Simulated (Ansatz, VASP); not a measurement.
## SiC: VASP beside Ansatz

```
Si C
1.0
     3.07662    0.00000    0.00000
    -1.53831    2.66443    0.00000
     0.00000    0.00000   15.09808
Si C
6 6
Cartesian
  0.0000 1.7763 12.5765
  1.5383 0.8881 5.0275
  1.5383 0.8881 10.0629
  0.0000 1.7763 2.5138
  0.0000 0.0000 7.5450
  0.0000 0.0000 15.0940
  0.0000 0.0000 13.2013
  0.0000 0.0000 5.6522
  0.0000 1.7763 10.6894
  1.5383 0.8881 3.1404
  1.5383 0.8881 8.1759
  0.0000 1.7763 0.6269
```

The cell is a database's computed one.

Alike in both runs: task single point; functional LDA; k mesh 6 × 6 × 2; occupations gaussian, width 0.1 eV; no spin polarisation.

|  | VASP | Ansatz |
| --- | --- | --- |
| version | VASP 6.6.1 | Ansatz 0.2.0 |
| potentials or method | VASP PAW LDA potentials, release 64 (Si, C) | scalar-relativistic, plane waves, PAW |
| plane-wave cutoff (eV) | 520 | 420 |
| valence electrons in the cell | 48 | 48 |

VASP gave:

- gap on the k mesh at the Fermi level (eV): 1.97
- least direct gap on the mesh (eV): 3.07
- pressure (GPa): -3.4
- largest component of the traceless stress (GPa): 0.12

Estimate Ansatz's values.

gap on the k mesh at the Fermi level (eV): 1.98; least direct gap on the mesh (eV): 3.08; pressure (GPa): -3.8; largest component of the traceless stress (GPa): 0.13.

A k mesh can miss the band edges. A hybrid or GW would open this gap; LDA tends to underestimate it.
